## Estimating the pressure in a ruthenium cell by hand

### Question

A crystal of hexagonal ruthenium is held at fixed edges, close to the measured ones, and its pressure is computed with five density functionals. One is a generalised gradient approximation (GGA), PW91. The other four are meta-GGAs: SCAN, rSCAN, r4SCAN and revTPSS. The computed signs are given: with PW91 the cell would expand if released, with each meta-GGA it would shrink.

(a) Estimate the size of the pressure without a computer, and work out PW91 and rSCAN.

(b) Compare the estimate with all five computed values, and say what the rule cannot deliver.

### Model answer

**(a)** Each functional has its own preferred distance between the atoms. If the given cell is smaller than the functional prefers, the crystal pushes outwards like a compressed spring, and the pressure is positive. If the cell is too large, the crystal pulls inwards and the pressure is negative. The pressure therefore depends on two things: how far the preferred edges lie from the given ones, and how stiff the metal is.

Let $d$ be the fraction by which the preferred edges exceed the given ones. A volume grows as the cube of a length, so the preferred volume is larger by a fraction of about $3d$. The bulk modulus $B$ is the pressure per fractional change of volume. Hence

$$P \approx 3Bd .$$

Two rough recalled values are enough. Ruthenium is very stiff, with $B$ near 320 GPa, so one percent in length is worth about 10 GPa. Common functionals often miss the edges of a metal by something like half a percent, and this serves as the size of $d$ for every row.

For PW91 the cell wants to expand, so $d=+0.005$:

$$P \approx 3\times 320\ \text{GPa}\times 0.005 = +4.8\ \text{GPa}.$$

For rSCAN the cell wants to shrink, so $d=-0.005$ and the same product gives $-4.8$ GPa.

**(b)** The computed values are these.

GPAW 26.7.0, plane-wave PAW DFT without spin polarisation or dispersion correction, for hexagonal Ru (P6_3/mmc, 2 atoms per cell) with edges a = 2.706 Å and c = 4.282 Å. All rows use a 600 eV cutoff, an 8 × 8 × 5 k mesh and Fermi-Dirac smearing of 0.05 eV. Pressure and stress are positive in compression; zz is along the hexagonal axis.

```csv
functional,potentials,pressure (GPa),stress xx (GPa),stress yy (GPa),stress zz (GPa)
PW91,PAW-data-sets-made-by gpaw-setup-for-the-functional,3.530,3.860,3.860,2.870
SCAN,GPAW-PAW-data-sets-(gpaw-data-1.2.1),-5.380,-4.680,-4.680,-6.780
r4SCAN,GPAW-PAW-data-sets-(gpaw-data-1.2.1),-3.250,-2.530,-2.530,-4.690
rSCAN,GPAW-PAW-data-sets-(gpaw-data-1.2.1),-2.850,-2.310,-2.310,-3.920
revTPSS,GPAW-PAW-data-sets-(gpaw-data-1.2.1),-6.150,-6.060,-6.060,-6.320
```

For PW91 the computed pressure is 3.5 GPa, so the estimate is too high by about a third of that value. For rSCAN it is $-2.85$ GPa, and the estimate is too large in size by about two thirds. This is the worst of the five rows. Read backwards, the formula would need a misfit of 0.3 percent, in place of the assumed half percent, to reproduce rSCAN; this restates the miss and does not explain it.

Over the whole table the typical (root-mean-square) miss is 1.4 GPa, while the pressures themselves have a typical size of 4.4 GPa. With the signs supplied, the rule thus gives the size to about a third on average, and single rows miss by anything from a tenth (SCAN) to two thirds (rSCAN). Replacing the recalled size by one common size fitted to all five rows lowers the typical miss only to 1.3 GPa. What remains is the difference between the individual rows, which a single size cannot describe; it reflects the functionals, but may also contain errors from data sets and numerical settings that do not suit every functional equally well. The printed output after this text lists the misses row by row.

The rule also treats the crystal as if it were squeezed equally from all sides. The table shows that it is not: stress zz, along the hexagonal axis, lies below stress xx, in the plane, in every row. With SCAN the pull is $-6.8$ GPa along the axis and $-4.7$ GPa in the plane, whereas with revTPSS the two are nearly equal. One length misfit gives a sensible average, but not the change in shape that the cell would undergo on release. The difference has the same sign in all rows, and part of it may come from the coarse k mesh they share.

### Remarks on the reasoning

**Where the signs come from.** A GGA sees the electron density and its gradient, and functionals of the PW91 kind usually make 4d metals slightly too large. A meta-GGA also uses the kinetic-energy density, which helps it to tell one kind of bonding region from another, and it usually gives shorter edges. This argument leads one to expect a lower pressure from the meta-GGAs than from PW91. It does not tell whether their pressure falls below zero, which is why the question had to supply the sign. Nor is a negative sign all error of the functional. Measured edges include zero-point and thermal expansion, which a static calculation lacks, so even a perfect functional is expected to pull inwards at such a cell, by an amount that is not small beside the pressures of rSCAN and r4SCAN. A finite plane-wave cutoff tends to pull the same way. The misfit $d$ is thus the distance to the static minimum of the calculation, not the error against experiment. The test in (b) is therefore a test of size alone.

**What the gap between the two groups means.** PW91 lies 6 to 10 GPa above the meta-GGAs, in the expected direction. But PW91 was run with atomic data sets made for it, while the meta-GGAs used standard sets that were not made for them. The gap therefore mixes the change of functional with any effect of this mismatch, and these rows cannot separate the two. A good answer does not credit the whole gap to the kinetic-energy density.

**Why the meta-GGAs should not be ranked too finely.** SCAN and revTPSS differ by 0.8 GPa, and rSCAN and r4SCAN by 0.4 GPa. All rows share one mesh of k points, so part of its error may cancel between them. But the mesh is coarse for a metal and does not meet the Fermi level alike in every row (the smearing entropy term is about 0.007 eV with SCAN and 0.009 to 0.010 eV with the others), its convergence was not tested, and the data sets were not made for any of these four functionals. Differences this small therefore do not secure an order. SCAN lies more than 2 GPa below its two smoothed relatives, but SCAN is also known to be sensitive to numerical grids. How much of that offset belongs to the functional itself remains undecided.

**How far the straight line reaches.** A solid stiffens as it is compressed, so a constant $B$ cannot hold for large misfits. A standard equation of state (Murnaghan's, with a rough recalled value for the stiffening) gives a pressure 4 percent above the straight line when the preferred edges are half a percent longer. At three percent the excess is 24 percent. These figures take $B$ as the modulus at the preferred volume; on the same footing the inward pull is expected to be slightly weaker than the straight line when the preferred edges are shorter. If $B$ is instead the modulus at the given cell, both corrections are expected to change direction. For the misfits suggested by this table, the uncertain choice of $d$ matters far more than the curvature.

**How to carry the rule to another solid.** The stiffness must be changed first. In a metal with a quarter of ruthenium's bulk modulus, the same half percent would leave only about 1 GPa. Pressures of different solids should therefore be turned into length misfits before they are used to compare functionals.

**A practical use in reverse.** When a computed pressure is at hand, divide it by $3B$ to see how far the edges are likely to move on average on relaxation. For the five rows here this average is 0.3 to 0.6 percent, outwards for PW91 and inwards for the meta-GGAs; where the two stresses differ, a and c are expected to move by different amounts, one more and one less than the average. These are estimates, since no relaxed cell is available to confirm them. If the two stresses differ clearly, let both edges relax separately and do not merely scale the cell.

Output of the analysis:

```
Pressure for one percent misfit in length, GPa: 9.6
Pressure for half a percent misfit in length, GPa: 4.8
Rule against computed pressure:
      row  computed GPa  rule GPa  rule less computed GPa  implied length misfit percent  zz less xx GPa  pressure less SCAN GPa
     PW91          3.53       4.8                    1.27                         0.3677           -0.99                    8.91
     SCAN         -5.38      -4.8                    0.58                        -0.5604            -2.1                       0
   r4SCAN         -3.25      -4.8                   -1.55                        -0.3385           -2.16                    2.13
    rSCAN         -2.85      -4.8                   -1.95                        -0.2969           -1.61                    2.53
  revTPSS         -6.15      -4.8                    1.35                        -0.6406           -0.26                   -0.77
Rms miss of the rule for the pressure, GPa: 1.413
Largest miss of the rule for the pressure, GPa: 1.95
Rms miss if zero pressure is guessed, GPa: 4.425
Rms miss of the rule for stress xx, GPa: 1.664
Rms miss of the rule for stress zz, GPa: 1.466
fit of pressure on 5 rows: coefficient of sgn 4.232 +/- 0.65; rms 1.29, worst revTPSS 1.92, leave-one-out rms 1.62
Mean pressure of the four meta-GGAs, GPa: -4.407
Range of pressure among the meta-GGAs, GPa: 3.3
Smallest gap from PW91 to a meta-GGA, GPa: 6.38
Largest gap from PW91 to a meta-GGA, GPa: 9.68
Murnaghan over straight line at half a percent, ratio: 1.036
Murnaghan over straight line at three percent, ratio: 1.24
```
